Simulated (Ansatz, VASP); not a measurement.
As in VASP and in Ansatz

```
CELL_PARAMETERS angstrom
4.34186 0.00000 0.00000
-2.17093 3.76016 0.00000
0.00000 0.00000 4.92389
ATOMIC_POSITIONS crystal
As 0.33333 0.66667 0.22675
As 0.33333 0.66667 0.77325
As 0.66667 0.33333 0.77325
As 0.66667 0.33333 0.22675
```

Alike in both runs: task single point; functional PBE; k mesh 6 × 6 × 4; occupations gaussian, width 0.1 eV; no spin polarisation.

|  | VASP | Ansatz |
| --- | --- | --- |
| version | VASP 6.6.1 | Ansatz 0.2.0 |
| potentials or method | VASP PAW PBE potentials, release 64 (As) | scalar-relativistic, plane waves, PAW |
| plane-wave cutoff (eV) | 520 | 420 |
| valence electrons in the cell | 20 | 60 |

```csv
,VASP,Ansatz,Ansatz less VASP
gap on the k mesh at the Fermi level (eV),none,none,-
pressure (GPa),24.7,24.0,-0.70
largest component of the traceless stress (GPa),17.98,17.60,-0.385
rms of the force components (eV/Å),1.907,1.841,-0.0664
```

Atom by atom the forces differ by 0.066 eV/Å (rms over components). A gap of «none» marks a metal or a gap that the smearing closes. The two sets of potentials don't hold the same shells in valence.

Caveats: so large a pressure means that the cell lies far from this level's equilibrium, or that cutoff or potentials fall short (VASP); forces of over 1 eV/Å show positions far from the minimum, so gaps and moduli don't describe the material at rest.
